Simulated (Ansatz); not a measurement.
Cubic perovskite BaSnO3 was calculated with HSE06 (Ansatz, an electronic-structure program, plane waves, PAW).

Settings: plane-wave cutoff 460 eV, 6×6×6 k mesh, Fermi–Dirac smearing 0.01 eV, scalar-relativistic PAW data made under PBE.

Equation-of-state points:

```tsv
V (Å³/atom)	E − E_lowest (meV/atom)
13.255	21.94
13.604	5.86
13.953	0.00
14.273	2.41
14.651	13.63
```

### Question
What bulk modulus B0 and pressure derivative B′ does a third-order Birch–Murnaghan fit give?

### Answer
V0 = 14.002 Å³/atom, B0 = 160 GPa, B′ = 4.7 (fit to the energies at full precision).

Measured, for comparison: equilibrium volume per atom 13.95 Å³/atom (temperature not stated, not corrected to a static lattice; as tabulated in Lee et al. (2017), arXiv:1707.09778). Computed (rounded) less measured: equilibrium volume per atom +0.4 %.

Spin–orbit coupling is not included.

Computed values are for the static lattice.

It cost roughly 21 core-minutes of CPU time.
